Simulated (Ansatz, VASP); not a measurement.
AlRu in VASP and in Ansatz

Contents of INCAR:

```
SYSTEM = AlRu
PREC = Accurate
ENCUT = 520
EDIFF = 1E-6
ISMEAR = -1
SIGMA = 0.05
LREAL = .FALSE.
LASPH = .TRUE.
NELM = 80
ALGO = Fast
ISIF = 2
LWAVE = .FALSE.
LCHARG = .TRUE.
GGA = PE
LELF = .TRUE.
LVHAR = .TRUE.
NBANDS = 16
```

Contents of KPOINTS:

```
Automatic mesh
0
G
  9 9 9
  0 0 0
```

POSCAR

```
AlRu
1.0
    2.9916000000      0.0000000000      0.0000000000
    0.0000000000      2.9916000000      0.0000000000
    0.0000000000      0.0000000000      2.9916000000
Ru Al
1 1
Direct
    0.5000000000      0.5000000000      0.5000000000
    0.0000000000      0.0000000000      0.0000000000
```

The input input.yaml:

```yaml
crystal:
  lattice:
    - [2.9916, 0.0, 0.0]
    - [0.0, 2.9916, 0.0]
    - [0.0, 0.0, 2.9916]
  atoms:
    - { symbol: Ru, position: [0.5, 0.5, 0.5] }
    - { symbol: Al, position: [0.0, 0.0, 0.0] }
kpoints:
  mp_grid: { grid: [9, 9, 9] }
scf:
  occupations: { method: fermi_dirac, width: 0.05 }
hamiltonian:
  xc: pbe
  pseudopotentials: { kind: all_electron, lapw: { basis_error: 0.0005 } }
output:
  forces: true
  stress: true
  eigenvalues: true
```

Alike in both runs: task single point; functional PBE; k mesh 9 × 9 × 9; occupations fermi-dirac, width 0.05 eV; no spin polarisation.

|  | VASP | Ansatz |
| --- | --- | --- |
| version | VASP 6.6.1 | Ansatz 0.2.0 |
| potentials or method | VASP PAW PBE potentials, release 64 (Ru_pv, Al) | all-electron LAPW, scalar-relativistic |
| plane-wave cutoff (eV) | 520 | see its input |

Ansatz gave:

| Property | Result |
| --- | --- |
| gap on the k mesh at the Fermi level (eV) | none |
| pressure (GPa) | 2.5 |

Task: Estimate VASP's values.

Result: gap on the k mesh at the Fermi level (eV): none; pressure (GPa): 2.4.

A gap of «none» marks a metal or a gap that the smearing closes. Ansatz ran all-electron here, so the differences hold the error of VASP's frozen core and of both bases.
